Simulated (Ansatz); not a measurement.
CdH2O2:

```xyz
5
Lattice="3.5155 0.0000 0.0000 -1.7578 3.0445 0.0000 0.0000 0.0000 4.6430" Properties=species:S:1:pos:R:3 pbc="T T T"
Cd    0.0000    0.0000    0.0000
O     0.0000    2.0297    1.1172
O     1.7578    1.0148    3.5257
H     0.0000    2.0297    2.0849
H     1.7578    1.0148    2.5581
```

The cell comes from a database or a generator and needn't be the stable form of this composition.

Below is the output of Ansatz 0.2.0 for this cell. Logs are shortened: lines on timing, memory, paths and dates and some standing lists are left out, and cuts for length are marked.

```text
Warning: RAYON_NUM_THREADS=2 ignored (pool sized by the plan → 2); use --threads N
Engine: ansatz 0.2.0, x86_64-unknown-linux-gnu
Pseudopotentials: kind: paw
Pseudopotential: Cd, paw, valence charge 20, recommended cutoff 420 eV (normal), Cd.paw.azcp
Pseudopotential: O, paw, valence charge 6, recommended cutoff 420 eV (normal), O.paw.azcp
Pseudopotential: H, paw, valence charge 1, recommended cutoff 420 eV (normal), H.paw.azcp
Functional definition: SPW92
  exchange = slater_x
  correlation = pw_c
Crystal: 5 atoms, lattice volume = 49.694 Å³
Basis set: ecut = 420 eV, 981 PW (Γ)
Bands: 22, of which v1, the nominal top of the filled ones, is band 17 counted from 1 (16 counted from 0)
Symmetry: 12 space group operations
Space group: P-3m1 (ITA 164), of the structure as read, at distance tolerance 3.7e-5 Å
k-points: 62 of 486
Non-local potential: Cd, projectors of the file, l = 0: 3, l = 1: 2, l = 2: 2, l = 3: 1
Non-local potential: O, projectors of the file, l = 0: 2, l = 1: 2, l = 2: 1
Non-local potential: H, projectors of the file, l = 0: 2, l = 1: 1
PAW form: soft (Blöchl's): semilocal exchange-correlation on the pseudo side does not see the compensation charge
PAW frozen core: Cd, regenerated for the run's functional, and the local potential with it (the file was generated under x = pbe(κ = 0.804, μ = 0.2195149727645171), c = pbe(β = 0.06672455060314922))
PAW frozen core: O, regenerated for the run's functional, and the local potential with it (the file was generated under x = pbe(κ = 0.804, μ = 0.2195149727645171), c = pbe(β = 0.06672455060314922))
PAW one-centre angular grid: Cd, 590 points (default); XC on 64 Gauss nodes
PAW one-centre angular grid: O, 110 points (default); XC on 64 Gauss nodes
PAW one-centre angular grid: H, 110 points (default); XC on 64 Gauss nodes
Initial density: superposition of atomic densities (neutral atoms: chi_scale 0, normalization atom), corrected by the library's trained network
Initial wavefunctions: pseudopotential atomic-orbital guess
Functional: x = slater, c = lda
SCF iter   1: F=—  HF=-9259.825173 eV  |F-HF|=—  |Δ(HF+E_count)|=         —  Δρ=1.57e-2  dr2=1.04e-1  ethr=1.77e-3  ⟨swp⟩=5.9  Hψ=5724  notcnv=0
[... 128 lines left out ...]
E sigma→0 (E₀):  -9259.861717 eV
Fermi energy:    7.820391 eV
--- Per-component energies (eV) ---
  E_band       = -494.644570
  E_kinetic    = 881.565097
  E_local      = -4327.635860  (includes V_loc(G=0)·N_el)
  E_nonlocal   = 147.330135
  E_hartree    = 1926.866361
  E_xc         = -336.605808
  E_vxc        = -428.887480  (∫ρ·V_xc dr)
  E_paw        = -4245.708914  (= ΣΔE_a)
  E_vpaw       = -620.751996  (= ΣTr[D̂ρ^β])
  E_aug_tail   = 0.002780  (compensation charges beyond the density's cutoff)
  E_ewald      = -3306.635919
  E_core_change = 0.960412  (= ΣΔE_core)
  E_smearing   = -0.000000  (= −TS)
  E_closure    = 0.000000  (closes the sum)
  Σ components = -9259.861717   (vs F -9259.861717, Δ=0.00e0)
--- Forces (eV/Å), atoms counted from 1 ---
  atom   1  Cd     0.00000000     0.00000000     0.00000000
  atom   2  O      0.00000000     0.00000000    -0.00006491
  atom   3  O      0.00000000    -0.00000000     0.00006491
  atom   4  H     -0.00000000    -0.00000000     0.00037149
  atom   5  H      0.00000000     0.00000000    -0.00037149
  max |Σ_I F_I| component: 9.18e-18 eV/Å
--- Stress (GPa, compression-positive) ---
       -0.000451       0.000000      -0.000000
        0.000000      -0.000451      -0.000000
       -0.000000      -0.000000      -0.007558
  P = ⅓ Tr σ = -0.0028 GPa (-0.028 kbar)
--- Band table (eV; the first three rows and the last of 62) ---
  k-point 0: bands = ["-92.5153", "-53.7334", "-53.6754", "-53.6754", "-11.7317", "-10.3444", "-1.0585", "0.3135", "0.3135", "1.2382", "1.2382", "2.0145", "2.6833", "5.6775", "5.6775", "6.5127", "6.5127", "8.5588", "12.7032", "17.6226", "19.7381", "19.7381"]
  k-point 1: bands = ["-92.5153", "-53.7334", "-53.6754", "-53.6754", "-11.6589", "-10.4395", "-0.9267", "0.3201", "0.3201", "1.2340", "1.2340", "1.9831", "2.4246", "5.5748", "5.5748", "6.6278", "6.6278", "8.9960", "12.7633", "17.2577", "19.7239", "19.7239"]
  k-point 2: bands = ["-92.5153", "-53.7334", "-53.6754", "-53.6754", "-11.4657", "-10.6765", "-0.6048", "0.3333", "0.3333", "1.2257", "1.2257", "1.7590", "2.0533", "5.4161", "5.4161", "6.8118", "6.8118", "10.0787", "12.4846", "17.0884", "19.7075", "19.7211"]
  k-point 61: bands = ["-92.5149", "-53.7324", "-53.6812", "-53.6812", "-10.8463", "-10.8463", "0.0069", "0.0069", "0.7784", "0.7784", "1.2876", "2.3222", "2.3222", "3.4189", "4.0326", "6.0591", "6.0591", "14.2777", "14.9772", "15.7909", "15.7909", "17.2107"]
--- Relaxed structure (9 steps of the walk, 9 accepted, 3 SCFs on fresh bases) ---
  F+E_penalty+E_count = -9259.86171676 eV   max|allowed force component| = 3.715e-4 eV/Å   (the final SCF, on the basis selected at the relaxed cell)
  cell:  # Å, volume = 45.8006 Å³
    - [3.4514698964886166, 0.0, -9.821855130594725e-34]
    - [-1.7257349482443083, 2.989060610756389, -2.2733494614705704e-33]
    - [-1.2971791537651354e-33, -4.215832249736691e-33, 4.439484363297733]
  atoms:
    - { symbol: Cd, position: [7.380302884278972e-35, 2.0690832221252371e-35, -3.3626062725322345e-19] }
    - { symbol: O, position: [0.3333333333333333, 0.6666666666666666, 0.24610173966732632] }
    - { symbol: O, position: [0.6666666666666666, 0.3333333333333333, 0.7538982603326737] }
    - { symbol: H, position: [0.3333333333333333, 0.6666666666666666, 0.46696777365864556] }
    - { symbol: H, position: [0.6666666666666666, 0.3333333333333333, 0.5330322263413545] }
```

Problem. Write the input and the command behind it.

Solution. Relaxation of cell and atoms with LDA, no spin polarisation. The files as run (others can give the same):

input.yaml
```yaml
crystal:
  lattice:
    - [3.5155259648, 0.0, 0.0]
    - [-1.7577629824, 3.0445347932, 0.0]
    - [0.0, 0.0, 4.64297929]
  atoms:
    - { symbol: Cd, position: [0.0, 0.0, 0.0] }
    - { symbol: O, position: [0.3333333333, 0.6666666667, 0.240628] }
    - { symbol: O, position: [0.6666666667, 0.3333333333, 0.759372] }
    - { symbol: H, position: [0.3333333333, 0.6666666667, 0.44903928] }
    - { symbol: H, position: [0.6666666667, 0.3333333333, 0.55096072] }
hamiltonian:
  xc: lda
  pseudopotentials: { kind: paw }
kpoints:
  mp_grid: { grid: [9, 9, 6] }
scf:
  occupations: { method: fermi_dirac, width: 0.05 }
output:
  forces: true
  stress: true
  eigenvalues: true
relax:
  f_tol: 0.01
  max_steps: 40
  cell: { stress_tol: 0.05 }
```

Potentials or basis: Ansatz PAW.
Run with:
```sh
$ ansatz run input.yaml --threads 2 --pin off --max-ram 5632MiB --backend cpu --events-out ev --progress --plain --runs-dir out
```

Caveat: odd divisions of the mesh miss points on the zone boundary, where band edges often lie, so the gap on the mesh can be too wide; the plane-wave basis is chosen anew once the cell has moved, so the energies of steps on either side of that aren't comparable; the pressure holds a Pulay correction of +0.9 GPa for the finite cutoff; the PAW data sets come from PBE, with cores solved anew for the run's functional, which leaves a small shift of forces and pressure.
